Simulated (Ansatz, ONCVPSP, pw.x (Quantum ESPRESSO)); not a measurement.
# titanium: does the ONCV potential hold in the solid?

- Element: Ti
- Generator: ONCVPSP 4.0.1.1 (patched build)
- Type: optimised norm-conserving Vanderbilt (ONCV)
- Functional: PBE
- Relativity: scalar-relativistic
- Frozen core: [Ne] 3s2
- Valence charge: 10
- Reference configuration: 3p6 3d2 4s2
- Partial waves: 4s: rc 3.15 bohr, ncon 4, nbas 9, qcut 1.7 1/bohr, 2 projectors, debl 1 Ha; 3p: rc 1.60 bohr, ncon 4, nbas 7, qcut 7.1 1/bohr, 2 projectors, debl 2 Ha; 3d: rc 2.00 bohr, ncon 4, nbas 9, qcut 7.4 1/bohr, 2 projectors, debl 1.2 Ha
- Local potential: polynomial inside 1.25 bohr (lpopt 4, dvloc0 0 Ha)
- Core correction: Teter function, fcfact 4.5, rcfact 1.45

Crystal test: bcc Ti in pw.x 7.5, no spin, 14³ k-points, Fermi–Dirac smearing 0.01 Ry, cutoffs 60/240 Ry. The reference is all-electron LAPW (Ansatz 0.2.0) with the same functional, mesh and smearing; V0 and B0 come from Birch–Murnaghan fits to the pressures at five volumes. Errors are pseudo minus all-electron; Δ is the rms difference of the E(V) curves that follow from these fits, minima aligned, over ±6 % about the mean V0. Mesh and smearing are coarse, so the numbers serve the comparison and aren't converged zero-temperature values; the lattice is a test structure that the element need not adopt.

All-electron: a0 = 3.264 Å (V0 = 17.38 Å³/atom), B0 = 104.1 GPa.

Problem. How far does the potential miss the all-electron equation of state?

Solution. mean pressure error (GPa): +0.62; a0 (Å): 3.270; a0 error (%): +0.19; B0 error (%): +1.3; Δ (meV/atom): 2.3. The largest radius (3.15 bohr) exceeds half the bond length (2.67 bohr), so the spheres overlap, which is one possible source of error among others. The generator flags a localised state at positive energy (s at 0 eV). Atomic configuration tests: 3 of 4 tests not solved or not reliable.

| V (Å³/atom) | P all-electron (GPa) | P pseudo (GPa) |
| --- | --- | --- |
| 16.476 | 6.10 | 6.90 |
| 16.909 | 3.01 | 3.70 |
| 17.343 | 0.23 | 0.84 |
| 17.777 | -2.25 | -1.73 |
| 18.210 | -4.47 | -4.02 |

Problem. At the middle volume, how do free energy and pressure move when the wave cutoff is lowered (ecutrho kept at four times it)?

Solution.

```json
{"cutoff (Ry)": "27", "shift of F (meV/atom)": "+5428.2", "shift of P (GPa)": "-184.90"}
{"cutoff (Ry)": "36", "shift of F (meV/atom)": "+716.3", "shift of P (GPa)": "-41.12"}
{"cutoff (Ry)": "48", "shift of F (meV/atom)": "+12.1", "shift of P (GPa)": "-1.65"}
```

The run at the middle volume (104 k-points, 8 iterations) took about 30 s on one core of a shared host (Neoverse-N1, 64 threads, 124 GiB, load 54).
